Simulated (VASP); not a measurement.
All values below come from PBEsol GGA, VASP's PBE PAW potentials (set 64) (plane waves; VASP 6.6.1).

VASP ran on this input.

KPOINTS:
```
k-points along high-symmetry lines
15
Line-mode
Reciprocal
  0.000000   0.000000   0.000000 ! GAMMA
  0.500000   0.000000   0.500000 ! X

  0.500000   0.000000   0.500000 ! X
  0.625000   0.250000   0.625000 ! U

  0.375000   0.375000   0.750000 ! K
  0.000000   0.000000   0.000000 ! GAMMA

  0.000000   0.000000   0.000000 ! GAMMA
  0.500000   0.500000   0.500000 ! L

  0.500000   0.500000   0.500000 ! L
  0.500000   0.250000   0.750000 ! W

  0.500000   0.250000   0.750000 ! W
  0.500000   0.000000   0.500000 ! X
```

**POSCAR**
```
SrF2
1
    0.0000000000     2.8830501593     2.8830501593
    2.8830501593     0.0000000000     2.8830501593
    2.8830501593     2.8830501593     0.0000000000
Sr F
1 2
Direct
  0.0000000000   0.0000000000   0.0000000000
  0.2500000000   0.2500000000   0.2500000000
  0.7500000000   0.7500000000   0.7500000000
```

### INCAR
```
SYSTEM=SrF2
PREC=Accurate; ENCUT=520; LREAL=.FALSE.
LASPH=.TRUE.; ICHARG=11
EDIFF=1E-7; NELM=100; ALGO=Normal
LMAXMIX=4
ISMEAR=0; SIGMA=0.05
GGA=PS
LWAVE=.FALSE.; LCHARG=.FALSE.; LORBIT=11
```

POTCAR, in this order: Sr_sv F (PBE.64 set). Program: vasp_std. Read from the step before: CHGCAR.

The run wrote:

**OSZICAR**
```
       N       E                     dE             d eps       ncg     rms          rms(c)
DAV:   1     0.142612251217E+03    0.14261E+03   -0.13989E+04  2880   0.146E+03
DAV:   2    -0.119178684801E+02   -0.15453E+03   -0.15136E+03  3832   0.305E+02
DAV:   3    -0.173545921595E+02   -0.54367E+01   -0.54304E+01  3928   0.601E+01
DAV:   4    -0.175420165501E+02   -0.18742E+00   -0.18741E+00  4168   0.818E+00
DAV:   5    -0.175459462044E+02   -0.39297E-02   -0.39296E-02  3928   0.915E-01
DAV:   6    -0.175460006621E+02   -0.54458E-04   -0.54458E-04  4032   0.839E-02
DAV:   7    -0.175460010375E+02   -0.37533E-06   -0.37526E-06  3944   0.825E-03
DAV:   8    -0.175460010398E+02   -0.23911E-08   -0.23990E-08  2912   0.731E-04
   1 F= -.17546001E+02 E0= -.17546001E+02  d E =-.585129E-24
```

File OUTCAR:
```
 val. band max:       -1.8545373583   @ k =   0.5000   0.0000   0.5000

 cond. band min:       4.9918256137   @ k =   0.0000   0.0000   0.0000



 k-point     1 :       0.0000    0.0000    0.0000
  band No.  band energies     occupation
      1     -31.8429      2.00000
      2     -21.1520      2.00000
      3     -20.7227      2.00000
      4     -13.7697      2.00000
      5     -13.7697      2.00000
      6     -13.7697      2.00000
      7      -3.6435      2.00000
      8      -3.6435      2.00000
      9      -3.6435      2.00000
     10      -1.9592      2.00000
     11      -1.9592      2.00000
     12      -1.9592      2.00000
     13       4.9918      0.00000
     14       8.2105      0.00000
     15       8.2105      0.00000
     16      10.7817      0.00000

 k-point     2 :       0.0357    0.0000    0.0357
  band No.  band energies     occupation
      1     -31.8418      2.00000
      2     -21.1547      2.00000
      3     -20.7264      2.00000
      4     -13.7726      2.00000
      5     -13.7726      2.00000
      6     -13.7654      2.00000
      7      -3.6363      2.00000
      8      -3.6363      2.00000
      9      -3.6243      2.00000
     10      -1.9917      2.00000
     11      -1.9579      2.00000
     12      -1.9579      2.00000
     13       5.0371      0.00000
     14       8.1976      0.00000
     15       8.2252      0.00000
     16      10.7543      0.00000

 k-point     3 :       0.0714    0.0000    0.0714
  band No.  band energies     occupation
      1     -31.8386      2.00000
      2     -21.1624      2.00000
      3     -20.7347      2.00000
      4     -13.7812      2.00000
      5     -13.7812      2.00000
      6     -13.7527      2.00000
      7      -3.6147      2.00000
      8      -3.6147      2.00000
      9      -3.5673      2.00000
     10      -2.0858      2.00000
     11      -1.9543      2.00000
     12      -1.9543      2.00000
     13       5.1701      0.00000
     14       8.1583      0.00000
...
```

The density is held fixed in this step, so its total energy and stress have no physical meaning.

The compound is SrF2 in the fluorite structure. It was relaxed first.
